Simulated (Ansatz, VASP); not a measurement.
Na: VASP beside Ansatz

```
Na
1.0
    -2.11206    2.11206    2.11206
     2.11206   -2.11206    2.11206
     2.11206    2.11206   -2.11206
Na
1
Direct
  0.00000 0.00000 0.00000
```

Alike in both runs: task single point; functional PBEsol; k mesh 9 × 9 × 9; occupations fermi-dirac, width 0.05 eV; no spin polarisation.

|  | VASP | Ansatz |
| --- | --- | --- |
| version | VASP 6.6.1 | Ansatz 0.2.0 |
| potentials or method | VASP PAW PBE potentials, release 64 (Na_pv) | Ansatz PAW |
| plane-wave cutoff (eV) | 520 | 420 |
| valence electrons in the cell | 7 | 9 |

```tsv
	VASP	Ansatz	Ansatz less VASP
gap on the k mesh at the Fermi level (eV)	none	none	-
pressure (GPa)	-0.3	-0.3	+0.02
```

A gap of «none» marks a metal or a gap that the smearing closes. The two sets of potentials don't hold the same shells in valence.

Caveats: the PAW data sets were made with another functional, which shifts forces and pressure a little (VASP); the PAW data sets come from PBE, with cores solved anew for the run's functional, which leaves a small shift of forces and pressure (Ansatz).
